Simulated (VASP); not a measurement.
# Li7S3 (R-3m) in VASP: single point with PBE

Aim: the single point of Li7S3 with PBE.

Everything below comes from runs of VASP 6.6.1. Logs are shortened: lines on timing, memory, paths and dates and some standing lists are left out, and cuts for length are marked.

### Step 1. The crystal as given

It takes space group R-3m (No. 166, trigonal). Conventional cell: a = 6.701 Å, b = 6.701 Å, c = 28.873 Å, α = 90.00°, β = 90.00°, γ = 120.00°. Li (site symmetry -3m) has 2 S at 2.26 Å as nearest neighbours. Around Li (site symmetry m) lie 2 S at 2.25 to 2.39 Å. Around S (site symmetry 3m) lie 4 Li at 2.25 to 2.26 Å. S (site symmetry -3m) has 6 Li at 2.39 Å as nearest neighbours.

The cell was built by a generator and needn't be a form met in nature.

### Step 2. Single point, PBE

Contents of INCAR:

```
SYSTEM = Li7S3
ALGO     = Normal         ! electronic algorithm
EDIFF    = 1E-6           ! SCF threshold, eV
ENCUT    = 520            ! plane-wave cutoff, eV
GGA      = PE             ! functional
ISIF     = 2              ! what is computed and relaxed
ISMEAR   = 0              ! smearing method
LASPH    = .True.         ! aspherical terms in the spheres
LCHARG   = .False.        ! write CHGCAR
LREAL    = .False.        ! projectors in reciprocal space
LWAVE    = .False.        ! write WAVECAR
NBANDS   = 30             ! bands
NELM     = 100            ! most SCF steps
PREC     = Accurate       ! precision mode
SIGMA    = 0.1            ! smearing width, eV
```

Contents of KPOINTS:

```
k-points
0
Gamma
  3 3 3
  0 0 0
```

Contents of POSCAR:

```
Li7S3
1.0
    3.3503062127      1.9343001955      9.6242470336
   -3.3503062127      1.9343001955      9.6242470336
    0.0000000000     -3.8686003858      9.6242470346
Li S
7 3
Direct
    0.5000000000      0.5000000000      0.5000000000
    0.2180592238      0.2180592238      0.6980367456
    0.6980367456      0.2180592238      0.2180592238
    0.2180592238      0.6980367456      0.2180592238
    0.7819407762      0.3019632544      0.7819407762
    0.3019632544      0.7819407762      0.7819407762
    0.7819407762      0.7819407762      0.3019632544
    0.4218518626      0.4218518626      0.4218518626
    0.5781481374      0.5781481374      0.5781481374
    0.0000000000      0.0000000000      0.0000000000
```

Potentials or basis: VASP PAW PBE potentials, release 64 (Li_sv, S).

Command:

```console
cat potpaw_PBE.64/Li_sv/POTCAR potpaw_PBE.64/S/POTCAR > POTCAR
mpirun -np 1 vasp_std > vasp.out
```

OUTCAR:

```text
SYSTEM = Li7S3
   EDIFF = 1E-6
   ENCUT = 520
   GGA = PE
   ISIF = 2
   ISMEAR = 0
   LASPH = .True.
   LREAL = .False.
   NELM = 100
   PREC = Accurate

 ion  position               nearest neighbor table
   1  0.500  0.500  0.500-   8 2.26   9 2.26
   2  0.218  0.218  0.698-   8 2.25  10 2.39
   3  0.698  0.218  0.218-   8 2.25  10 2.39
   4  0.218  0.698  0.218-   8 2.25  10 2.39
   5  0.782  0.302  0.782-   9 2.25  10 2.39
   6  0.302  0.782  0.782-   9 2.25  10 2.39
   7  0.782  0.782  0.302-   9 2.25  10 2.39
   8  0.422  0.422  0.422-   3 2.25   4 2.25   2 2.25   1 2.26
   9  0.578  0.578  0.578-   5 2.25   6 2.25   7 2.25   1 2.26
  10  0.000  0.000  0.000-   3 2.39   4 2.39   5 2.39   6 2.39   2 2.39   7 2.39

  LATTYP: Found a trigonal (rhomboedric) cell.
 ALAT       =    10.3726659991
 COS(alpha) =     0.7913500844

  Lattice vectors:

 A1 = (   3.3503062127,   1.9343001955,   9.6242470336)
 A2 = (  -3.3503062127,   1.9343001955,   9.6242470336)
 A3 = (   0.0000000000,  -3.8686003858,   9.6242470346)

Analysis of symmetry for initial positions (statically):
=====================================================================
 Subroutine PRICEL returns:
 Original cell was already a primitive cell.

 Routine SETGRP: Setting up the symmetry group for a
 trigonal (rhombohedral) supercell.

 Subroutine GETGRP returns: Found 12 space group operations
 (whereof 12 operations were pure point group operations)
 out of a pool of 12 trial point group operations.

The static configuration has the point symmetry D_3d.

Analysis of symmetry for dynamics (positions and initial velocities):
=====================================================================
 Subroutine PRICEL returns:
 Original cell was already a primitive cell.

 Routine SETGRP: Setting up the symmetry group for a
 trigonal (rhombohedral) supercell.

 Subroutine GETGRP returns: Found 12 space group operations
 (whereof 12 operations were pure point group operations)
 out of a pool of 12 trial point group operations.

The dynamic configuration has the point symmetry D_3d.

 Subroutine INISYM returns: Found 12 space group operations
 (whereof 12 operations are pure point group operations),
 and found     1 'primitive' translations

----------------------------------------------------------------------------------------

                                     Primitive cell

  volume of cell :     374.2195

  direct lattice vectors                    reciprocal lattice vectors
     3.350306213  1.934300196  9.624247034     0.149240090  0.086163806  0.034634744
    -3.350306213  1.934300196  9.624247034    -0.149240090  0.086163806  0.034634744
     0.000000000 -3.868600386  9.624247035     0.000000000 -0.172327612  0.034634744

  length of vectors
    10.372665999 10.372665999 10.372665999     0.175773637  0.175773637  0.175773637

  position of ions in fractional coordinates (direct lattice)
     0.500000000  0.500000000  0.500000000
     0.218059224  0.218059224  0.698036746
     0.698036746  0.218059224  0.218059224
     0.218059224  0.698036746  0.218059224
     0.781940776  0.301963254  0.781940776
     0.301963254  0.781940776  0.781940776
     0.781940776  0.781940776  0.301963254
     0.421851863  0.421851863  0.421851863
     0.578148137  0.578148137  0.578148137
     0.000000000  0.000000000  0.000000000

  ion indices of the primitive-cell ions
   primitive index   ion index
                 1           1
                 2           2
                 3           3
                 4           4
                 5           5
                 6           6
                 7           7
                 8           8
                 9           9
                10          10

----------------------------------------------------------------------------------------

 KPOINTS: k-points

Automatic generation of k-mesh.
 Grid dimensions read from file:
 generate k-points for:    3    3    3

 Generating k-lattice:

  Cartesian coordinates                     Fractional coordinates (reciprocal lattice)
     0.049746697  0.028721269  0.011544915     0.333333333  0.000000000 -0.000000000
    -0.049746697  0.028721269  0.011544915     0.000000000  0.333333333 -0.000000000
     0.000000000 -0.057442537  0.011544915     0.000000000  0.000000000  0.333333333

  Length of vectors
     0.058591212  0.058591212  0.058591212

  Shift w.r.t. Gamma in fractional coordinates (k-lattice)
     0.000000000  0.000000000  0.000000000

 Subroutine IBZKPT returns following result:
 ===========================================

 Found      6 irreducible k-points:

 Following reciprocal coordinates:
            Coordinates               Weight
  0.000000  0.000000  0.000000      1.000000
  0.333333  0.000000  0.000000      6.000000
  0.333333  0.333333  0.000000      6.000000
 -0.333333  0.333333  0.000000      6.000000
  0.333333  0.333333  0.333333      2.000000
 -0.333333  0.333333  0.333333      6.000000
   k-points           NKPTS =      6   k-points in BZ     NKDIM =      6   number of bands    NBANDS=     30
   number of dos      NEDOS =    301   number of ions     NIONS =     10
   total plane-waves  NPLWV = 512000
   dimension x,y,z NGX =    80 NGY =   80 NGZ =   80
   dimension x,y,z NGXF=   160 NGYF=  160 NGZF=  160
   ions per type =               7   3
   NGX,Y,Z   is equivalent  to a cutoff of  12.82, 12.82, 12.82 a.u.
   NGXF,Y,Z  is equivalent  to a cutoff of  25.64, 25.64, 25.64 a.u.
 SYSTEM =  Li7S3
   PREC   = accura    normal or accurate (medium, high low for compatibility)
   ISTART =      0    job   : 0-new  1-cont  2-samecut
   ICHARG =      2    charge: 1-file 2-atom 10-const
   ISPIN  =      1    spin polarized calculation?
   LNONCOLLINEAR =      F non collinear calculations
   LSORBIT =      F    spin-orbit coupling
   LASPH  =      T    aspherical Exc in radial PAW
   ENCUT  =  520.0 eV  38.22 Ry    6.18 a.u.  19.29 19.29 19.29*2*pi/ulx,y,z
   NELM   =    100;   NELMIN=  2; NELMDL= -5     # of ELM steps
   EDIFF  = 0.1E-05   stopping-criterion for ELM
[... 8 lines left out ...]
   TEBEG  =    0.0;   TEEND  =   0.0 temperature during run
   PSTRESS=    0.0 pullay stress
   NELECT =      39.0000    total number of electrons
   NUPDOWN=      -1.0000    fix difference up-down
   EMIN   =  10.00;   EMAX   =-10.00  energy-range for DOS
   EFERMI =   0.00;   METHOD = LEGACY
   ISMEAR =     0;   SIGMA  =   0.10  broadening in eV -4-tet -1-fermi 0-gaus
   EFERMI_NEDOS =   21; number of points for ismear=-14 and -15
   IALGO  =     38    algorithm
   IMIX   =      4    mixing-type and parameters
     AMIX     =   0.40;   BMIX     =  1.00
     AMIX_MAG =   1.60;   BMIX_MAG =  1.00
  volume/ion in A,a.u.               =      37.42       252.54
  Fermi-wavevector in a.u.,A,eV,Ry     =   0.770408  1.455860  8.075450  0.593529
  Thomas-Fermi vector in A             =   1.871606
   LORBIT       =      0    0 simple, 1 ext, 2 COOP (PROOUT), +10 PAW based schemes
   GGA     = PE    functional components
   LHFCALC =     F    Hartree Fock is set to
   AEXX    =    0.0000 exact exchange contribution
   IVDW    =     0    specifies the selected vdW correction
   LEPSILON=     F    determine dielectric tensor
   LRPA    =     F    only Hartree local field effects (RPA)
 non-spin polarized calculation
 Gauss-broadening in eV      SIGMA  =   0.10
  energy-cutoff  :      520.00
  volume of cell :      374.22
 maximum number of plane-waves:     10104
 NGX is ok and might be reduce to    80
   NGX = 39   NGY = 39   NGZ = 39

 number of electron      39.0000015 magnetization

 Free energy of the ion-electron system (eV)
  ---------------------------------------------------
  ext. energy  EPLUGINS =         0.00000000
  ---------------------------------------------------
  free energy    TOTEN  =       -34.30188449 eV

  energy without entropy =      -34.26787537  energy(sigma->0) =      -34.28487993

 E-fermi :   0.4013     XC(G=0):  -5.0553

 val. band max:        0.3809460407   @ k =   0.3333   0.3333   0.0000
 cond. band min:       0.4218037456   @ k =  -0.3333   0.3333   0.3333
 fundamental gap:      0.0408577049
 Fermi energy:         0.4012542636

 k-point     1 :       0.0000    0.0000    0.0000
  band No.  band energies     occupation
      1     -47.1360      2.00000
      2     -47.1328      2.00000
      3     -47.1310      2.00000
      4     -47.1310      2.00000
      5     -47.1294      2.00000
      6     -47.1294      2.00000
[... 22 lines left out ...]
     29       4.1475      0.00000
     30       4.1475      0.00000

 k-point     2 :       0.3333    0.0000    0.0000
  band No.  band energies     occupation
      1     -47.1349      2.00000
      2     -47.1329      2.00000
      3     -47.1316      2.00000
      4     -47.1309      2.00000
      5     -47.1298      2.00000
      6     -47.1294      2.00000
[... 22 lines left out ...]
     29       3.8439      0.00000
     30       4.1058      0.00000

 k-point     3 :       0.3333    0.3333    0.0000
  band No.  band energies     occupation
      1     -47.1349      2.00000
      2     -47.1329      2.00000
      3     -47.1316      2.00000
      4     -47.1310      2.00000
      5     -47.1298      2.00000
      6     -47.1294      2.00000
[... 22 lines left out ...]
     29       3.7955      0.00000
     30       3.9752      0.00000

 k-point     4 :      -0.3333    0.3333    0.0000
  band No.  band energies     occupation
      1     -47.1334      2.00000
      2     -47.1334      2.00000
      3     -47.1330      2.00000
      4     -47.1300      2.00000
      5     -47.1300      2.00000
      6     -47.1298      2.00000
[... 22 lines left out ...]
     29       4.0419      0.00000
     30       4.2273      0.00000

 k-point     5 :       0.3333    0.3333    0.3333
  band No.  band energies     occupation
      1     -47.1360      2.00000
      2     -47.1328      2.00000
      3     -47.1309      2.00000
      4     -47.1309      2.00000
      5     -47.1295      2.00000
      6     -47.1295      2.00000
[... 22 lines left out ...]
     29       4.2779      0.00000
     30       4.3794      0.00000

 k-point     6 :      -0.3333    0.3333    0.3333
  band No.  band energies     occupation
      1     -47.1349      2.00000
      2     -47.1329      2.00000
      3     -47.1316      2.00000
      4     -47.1309      2.00000
      5     -47.1298      2.00000
      6     -47.1294      2.00000
[... 22 lines left out ...]
     29       4.0153      0.00000
     30       4.0321      0.00000

------------------------ aborting loop because EDIFF is reached ----------------------------------------

  FORCE on cell =-STRESS in cart. coord.  units (eV):
  Direction    XX          YY          ZZ          XY          YZ          ZX
  --------------------------------------------------------------------------------------
  -------------------------------------------------------------------------------------
  Total       -0.0580549     -0.0580549      0.2050376      0.0000000      0.0000000      0.0000000
  in kB       -0.2485553     -0.2485553      0.8778448      0.0000000      0.0000000      0.0000000
  external PRESSURE =       0.1269114 kB  Pullay stress =       0.0000000 kB

 VOLUME and BASIS-vectors are now :
 -----------------------------------------------------------------------------
  energy-cutoff  :      520.00
  volume of cell :      374.22
      direct lattice vectors                 reciprocal lattice vectors
     3.350306213  1.934300196  9.624247034     0.149240090  0.086163806  0.034634744
    -3.350306213  1.934300196  9.624247034    -0.149240090  0.086163806  0.034634744
     0.000000000 -3.868600386  9.624247035     0.000000000 -0.172327612  0.034634744

 POSITION                                       TOTAL-FORCE (eV/Angst)
 -----------------------------------------------------------------------------------
      0.00000      0.00000     14.43637         0.000000     -0.000000     -0.000000
      0.00000     -1.85684     10.91539        -0.000000     -0.020315     -0.001536
      1.60807      0.92842     10.91539         0.017593      0.010157     -0.001536
     -1.60807      0.92842     10.91539        -0.017593      0.010157     -0.001536
      1.60807     -0.92842     17.95735         0.017593     -0.010157      0.001536
     -1.60807     -0.92842     17.95735        -0.017593     -0.010157      0.001536
      0.00000      1.85684     17.95735        -0.000000      0.020315      0.001536
      0.00000      0.00000     12.18002        -0.000000     -0.000000     -0.004937
      0.00000      0.00000     16.69272        -0.000000      0.000000      0.004937
      0.00000      0.00000      0.00000         0.000000     -0.000000     -0.000000
 -----------------------------------------------------------------------------------
    total drift:                                0.000000      0.000000     -0.000000

  FREE ENERGIE OF THE ION-ELECTRON SYSTEM (eV)
  ---------------------------------------------------
  free  energy   TOTEN  =       -34.3018844854 eV

  energy  without entropy=      -34.2678753712  energy(sigma->0) =      -34.28487993
```

It took 2.7 min on 1 thread of Intel Xeon Platinum 8375C at 2.90GHz (Ice Lake), shared host; peak memory 0.87 GiB.

Results:

```yaml
Free_energy: -34.3019 eV
Largest_force: 0.020 eV/Å
Band_gap_on_the_k_mesh: none (metal or under the smearing width)
```

Forces on the atoms (eV/Å):
```
Li   0.000  0.000  0.000
Li   0.000 -0.020 -0.002
Li   0.018  0.010 -0.002
Li  -0.018  0.010 -0.002
Li   0.018 -0.010  0.002
Li  -0.018 -0.010  0.002
Li   0.000  0.020  0.002
S    0.000  0.000 -0.005
S    0.000  0.000  0.005
S    0.000  0.000  0.000
```

Caveat: the k mesh is coarse (spacing up to 0.37 Å⁻¹), so the values aren't converged; the cutoff is under 1.25 times the usual one of these potentials, so pressure, stress and relaxed cells hold a basis-set (Pulay) error.
